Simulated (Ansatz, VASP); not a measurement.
**One calculation of Ta, two programs**

```
CELL_PARAMETERS angstrom
-1.57191 1.57191 1.57191
1.57191 -1.57191 1.57191
1.57191 1.57191 -1.57191
ATOMIC_POSITIONS crystal
Ta 0.00000 0.00000 0.00000
```

Change from the starting cell: volume scaled by 0.88, LAPW.

Alike in both runs: task single point; functional PBEsol; k mesh 18 × 18 × 18; occupations fermi-dirac, width 0.05 eV; no spin polarisation.

|  | VASP | Ansatz |
| --- | --- | --- |
| version | VASP 6.6.1 | Ansatz 0.2.0 |
| potentials or method | VASP PAW PBE potentials, release 64 (Ta_pv), cutoff 520 eV | all-electron LAPW, scalar-relativistic |

|  | VASP | Ansatz | Ansatz less VASP |
| --- | --- | --- | --- |
| pressure (GPa) | 34.6 | 33.5 | -1.09 |

Ansatz ran all-electron here, so the differences hold the error of VASP's frozen core and of both bases.

Caveats: so large a pressure means that the cell lies far from this level's equilibrium, or that cutoff or potentials fall short (VASP); the potentials were made for another functional, which shifts forces and pressure (VASP). Spin-orbit coupling is left out, which matters for the levels of Ta.
